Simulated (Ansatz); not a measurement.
The system is Nb.

```xyz
1
Lattice="0.0000 2.2783 2.2783 2.2783 0.0000 2.2783 2.2783 2.2783 0.0000" Properties=species:S:1:pos:R:3 pbc="T T T"
Nb    0.0000    0.0000    0.0000
```

This isn't the form of Nb at room conditions, which is bcc.

The cell isn't the ideal one: volume scaled by 1.25.

| Property | Result |
| --- | --- |
| Program | Ansatz 0.2.0 |
| Task | relaxation of cell and atoms |
| Functional | PBE |
| Potentials or basis | SSSP efficiency PAW |
| Cutoff | 544 eV |
| Density cutoff | 5442 eV |
| k mesh | 11 × 11 × 11 |
| Occupations | cold, width 0.1 eV |
| Spin | collinear spin, ferromagnetic start |
| Starting moments | [0.5] μB |

At the start: volume 23.65 Å³/atom.

Q: How do energy, volume and symmetry change on relaxing?

A: It ends after 8 steps and the volume is 18.73 Å³/atom (-20.8 %); space group Fm-3m (No. 225, to 0.05 Å); moment 0.00 μB per cell.

Step by step:
| step | energy change (eV) | largest force (eV/Å) | volume (Å³) |
| --- | --- | --- | --- |
| 1 | 0.0000 | 0.0000 | 23.65 |
| 2 | -0.3973 | 0.0000 | 20.36 |
| 3 | -0.4553 | 0.0000 | 18.05 |
| 4 | -0.4658 | 0.0000 | 18.82 |
| 5 | -0.4663 | 0.0000 | 18.74 |
| 6 | -0.4509 | 0.0000 | 18.74 |
| 7 | -0.4509 | 0.0000 | 18.73 |
| 8 | -0.4509 | 0.0000 | 18.73 |

Final structure:
```
Nb
1.0
     0.00000    2.10776    2.10776
     2.10776    0.00000    2.10776
     2.10776    2.10776    0.00000
Nb
1
Cartesian
  0.0000 0.0000 0.0000
```

Caveat: the plane-wave basis is chosen anew once the cell has moved, so the energies of steps on either side of that aren't comparable; the pressure holds a Pulay correction of +0.6 GPa for the finite cutoff; the starting moments weren't kept.
